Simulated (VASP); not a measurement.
A run of VASP 6.6.1 is set up as follows.

The input INCAR:

```
SYSTEM = Si
PREC = Accurate ; ENCUT = 520
EDIFF = 1E-7 ; ISMEAR = 0
SIGMA = 0.15 ; LREAL = .FALSE.
LASPH = .TRUE. ; NELM = 100
ALGO = Normal ; ISIF = 2
LWAVE = .FALSE. ; LCHARG = .FALSE.
GGA = CA ; NBANDS = 8
```

File KPOINTS:

```
regular mesh
0
G
  21 21 20
  0 0 0
```

The input POSCAR:

```
Si
1.0
    2.4633102460      0.0000000000      0.0000000000
   -1.2316551230      2.1332892504      0.0000000000
    0.0000000000      0.0000000000      2.4663543900
Si
1
Direct
    0.0000000000      0.0000000000      0.0000000000
```

Potentials or basis: VASP PAW LDA potentials, release 64 (Si).

Command:

```bash
$ cat potpaw_LDA.64/Si/POTCAR > POTCAR
$ mpirun -np 1 vasp_std > vasp.out
```

(1) Predict the pressure.

(2) What does it give for the band gap on the k mesh?

Results:

(1) 17.6 GPa.

(2) none (metal or under the smearing width).

Caveat: so large a pressure means that the cell lies far from this level's equilibrium, or that cutoff or potentials fall short.
